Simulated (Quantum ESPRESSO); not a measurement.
Si: zone-centre phonons and dielectric response under several settings

```
CELL_PARAMETERS angstrom
0.00000 2.72185 2.72185
2.72185 0.00000 2.72185
2.72185 2.72185 0.00000
ATOMIC_POSITIONS crystal
Si 0.50000 0.50000 0.50000
Si 0.75000 0.75000 0.75000
```

All runs used Quantum ESPRESSO 7.5; k mesh 6 × 6 × 6, shifted; relaxed cell; no spin polarisation; cutoff 612 eV; occupations smeared at first, fixed for the response.

```csv
level,potentials,volume (Å³/atom),lowest optical mode without the field (cm⁻¹),ε∞ (mean),ε0 (mean)
LDA,GBRV 1.5 LDA,19.69,514,13.38,13.4
PBE,GBRV 1.5 PBE,20.43,503,13.09,13.1
WC,GBRV 1.5 PBE,20.12,508,13.48,13.5
revPBE,GBRV 1.5 PBE,20.56,501,12.93,12.9
PW91,GBRV 1.5 PBE,?,?,?,?
vdW-DF-cx,GBRV 1.5 PBE,20.18,509,13.22,13.2
```

**Question.** What stands in the row left open?

**Answer.** Volume 20.45 Å³/atom; lowest optical mode without the field 502 cm⁻¹; ε∞ 13.07; ε0 13.1.

Caveats: the potentials were made for another functional, which shifts forces and pressure (some runs).

For the row left open. Caveat: the potentials were made for another functional, which shifts forces and pressure.
